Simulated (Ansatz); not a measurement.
A run of Ansatz 0.2.0 is set up as follows.

File input.yaml:

```yaml
crystal:
  lattice:
    - [-1.472872, 1.71213, 4.212083]
    - [1.472872, -1.71213, 4.212083]
    - [1.472872, 1.71213, -4.212083]
  atoms:
    - { symbol: Ti, position: [0.0, 0.0, 0.0] }
    - { symbol: Si, position: [0.670078, 0.670078, 0.0] }
    - { symbol: Si, position: [0.329922, 0.329922, 0.0] }
kpoints:
  mp_grid: { grid: [12, 12, 12] }
  band_path:
    path:
      - [0.0, 0.0, 0.0]
      - [-0.2805686444, 0.2805686444, 0.2805686444]
      - [-0.4892620261, 0.4892620261, 0.0718752627]
      - [-0.5, 0.5, 0.0]
      - [-0.75, 0.25, 0.25]
      - [-0.5, 0.0, 0.5]
      - [-0.7194313556, -0.2805686444, 0.7194313556]
      - [-0.5, -0.5, 0.5]
    npoints: 10
scf:
  occupations: { method: fermi_dirac, width: 0.05 }
hamiltonian:
  xc: pbesol
  pseudopotentials: { kind: all_electron, lapw: { basis_error: 0.002 } }
output:
  forces: true
  stress: true
  eigenvalues: true
```

Potentials or basis: all-electron LAPW, scalar-relativistic.

Run with:

```console
$ ansatz run input.yaml --threads 2 --pin off --max-ram 8192MiB --backend cpu --events-out ev --progress --plain --runs-dir out
```

Q: What does it give for the band gap along the path?

A: None (metal or under the smearing width).

Q: Estimate the largest force.

A: 0.067 eV/Å.

Stress tensor (GPa, compression positive):
```
-2.95  0.00  0.00
 0.00 -3.71  0.00
 0.00  0.00 -4.22
```
